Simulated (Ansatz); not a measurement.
**Sn: strain energy, fitted**

Sn, Fd-3m, a = 6.565 Å. Ansatz: r2SCAN, PAW, 500 eV, Γ-centred 12×12×8 mesh on 4 atoms, Gaussian smearing 0.10 eV; no spin polarisation. Series: biaxial strain in the a-b plane, c and atoms relaxed; x is the strain in per cent. The axes a, b, c are those of the computed cell (4.642, 4.642, 6.565 Å), along [1 1 0], [-1 1 0], [0 0 1] of the cell named above. y is the free energy over the unstrained cell, V0 = 35.361 Å³/atom.

```
x (%) y (meV/atom)
 -3.0             ?
 -2.0          6.65
 -1.0          1.67
  0.0          0.00
  1.0          1.38
  2.0          5.60
  3.0         12.41
```

Task: Fit y = c2 x² + c3 x³ to the other rows, turn c2 into a modulus, and predict the missing energy.

Result: Least squares on the rows shown. y = 1.5437 x² − 0.056753 x³. In eV per unit strain² c2 is 15.44; M is the biaxial modulus (E = M V0 ε²): 15.44 × 160.2 / (35.361) = 70 GPa. The unstrained cell keeps some stress along the strain, worth a slope of -0.18 meV/atom per %, which the form leaves out. At x = -3.0 the fit asked for gives 15.43 meV/atom. The run gave 15.13 meV/atom, so the fit is 0.30 meV/atom too high, 2 % of the span of the series, against an rms of 0.08 meV/atom on the fitted rows. The row lies outside the fitted range. With a term in x⁴ added, a fit to the same known rows predicts 15.99 meV/atom, further off still.